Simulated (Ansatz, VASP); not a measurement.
# One calculation of Al, two programs

File INCAR:

```
SYSTEM = Al
PREC     = Accurate       ! precision mode
ENCUT    = 520            ! plane-wave cutoff, eV
EDIFF    = 1E-6           ! SCF threshold, eV
ISMEAR   = -1             ! smearing method
SIGMA    = 0.1            ! smearing width, eV
LREAL    = .FALSE.        ! projectors in reciprocal space
LASPH    = .TRUE.         ! aspherical terms in the spheres
NELM     = 100            ! most SCF steps
ALGO     = Normal         ! electronic algorithm
ISIF     = 2              ! what is computed and relaxed
LWAVE    = .FALSE.        ! write WAVECAR
LCHARG   = .FALSE.        ! write CHGCAR
GGA      = RP             ! functional
NBANDS   = 8              ! bands
```

File KPOINTS:

```
regular mesh
0
G
  22 22 22
  0 0 0
```

Contents of POSCAR:

```
Al
1.0
    0.0000000000      1.9766428892      1.9766428892
    1.9766428892      0.0000000000      1.9766428892
    1.9766428892      1.9766428892      0.0000000000
Al
1
Direct
    0.0000000000      0.0000000000      0.0000000000
```

Input for Ansatz:

```yaml
crystal:
  lattice:
    - [0.0, 1.9766428892, 1.9766428892]
    - [1.9766428892, 0.0, 1.9766428892]
    - [1.9766428892, 1.9766428892, 0.0]
  atoms:
    - { symbol: Al, position: [0.0, 0.0, 0.0] }
hamiltonian:
  xc: rpbe
  pseudopotentials:
    kind: paw
    azcp:
      Al: "pseudopotentials/Al.paw.azcp"
basis:
  ecutwfc: 420
  fft_grid_basis: typed
kpoints:
  mp_grid: { grid: [22, 22, 22], shift: [0, 0, 0] }
magnetization:
  spin_polarized: false
scf:
  occupations: { method: fermi_dirac, width: 0.1 }
output:
  stress: true
```

Alike in both runs: task single point; functional RPBE; k mesh 22 × 22 × 22; occupations fermi-dirac, width 0.1 eV; no spin polarisation.

```csv
,VASP,Ansatz
version,VASP 6.6.1,Ansatz 0.2.0
potentials or method,"VASP PAW PBE potentials, release 64 (Al)","plane waves (420 eV) with PAW, scalar-relativistic"
plane-wave cutoff (eV),520,420
valence electrons in the cell,3,3
```

VASP gave:

| Item | Value |
| --- | --- |
| pressure (GPa) | 7.5 |

Question: Estimate Ansatz's values.

Answer: Pressure (GPa): 7.7.

Caveats: the PAW data sets were made with another functional, which shifts forces and pressure a little (VASP).
